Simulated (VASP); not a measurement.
CdO2 under changes of volume

One of the cells (11.288 Å³/atom); the others are scaled copies at fixed shape and fractional positions:

```
Cd O
1.0
     3.32985    0.00000    0.00000
    -1.66492    2.88373    0.00000
     0.00000    0.00000    3.52666
Cd O
1 2
Direct
  0.00000 0.00000 0.00000
  0.33333 0.66667 0.28779
  0.66667 0.33333 0.71221
```

The cell comes from a database or a generator and needn't be the stable form of this composition.

| Property | Result |
| --- | --- |
| Program | VASP 6.6.1 |
| Functional | LDA |
| Potentials or basis | VASP PAW LDA potentials, release 64 (Cd, O) |
| Cutoff | 520 eV |
| k mesh | 8 × 8 × 6 |
| Occupations | fermi-dirac, width 0.05 eV |
| Spin | no spin polarisation |

```csv
volume (Å³/atom),energy over the lowest point (meV/atom),pressure (GPa),largest force (eV/Å)
10.837,?,?,?
11.062,2.84,3.6,0.113
11.288,0.00,0.2,0.002
11.514,1.60,-2.7,0.099
11.740,7.16,-5.4,0.193
```

Problem. What does the run at 10.837 Å³/atom give?

Solution. Energy over the lowest point 10.72 meV/atom; pressure 7.4 GPa; largest force 0.234 eV/Å.

Worked out: A Birch-Murnaghan fit of order 2 (a polynomial in V^(-2/3)) to the other rows has its minimum at 11.32 Å³/atom with B0 = V·E''(V) = 154 GPa at fixed shape and positions, which overstates the stiffness. It gives 10.49 meV/atom at 10.837 Å³/atom, against the run's 10.72, and -dE/dV = 7.3 GPa, against 7.4.

Energies are extrapolated to zero smearing.
